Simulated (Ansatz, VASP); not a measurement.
# Two plane-wave programs on GaAs

```
CELL_PARAMETERS angstrom
0.00000 2.87509 2.87509
2.87509 0.00000 2.87509
2.87509 2.87509 0.00000
ATOMIC_POSITIONS crystal
Ga 0.00000 0.00000 0.00000
As 0.75000 0.75000 0.75000
```

The cell is a database's computed one.

Alike in both runs: task single point; functional LDA; k mesh 6 × 6 × 6; occupations gaussian, width 0.1 eV; no spin polarisation.

```csv
,VASP,Ansatz
version,VASP 6.6.1,Ansatz 0.2.0
potentials or method,"VASP PAW LDA potentials, release 64 (Ga_d, As)","scalar-relativistic, plane waves, PAW"
plane-wave cutoff (eV),520,420
valence electrons in the cell,18,28
```

Ansatz gave:

* gap on the k mesh at the Fermi level (eV): none
* pressure (GPa): -4.7

Task: Estimate VASP's values.

Result: gap on the k mesh at the Fermi level (eV): none; pressure (GPa): -4.5.

A gap of «none» marks a metal or a gap that the smearing closes. The two sets of potentials don't hold the same shells in valence.

Caveats: this crystal is a semiconductor, whose small gap the functional closes, so the metal is an error of the method.
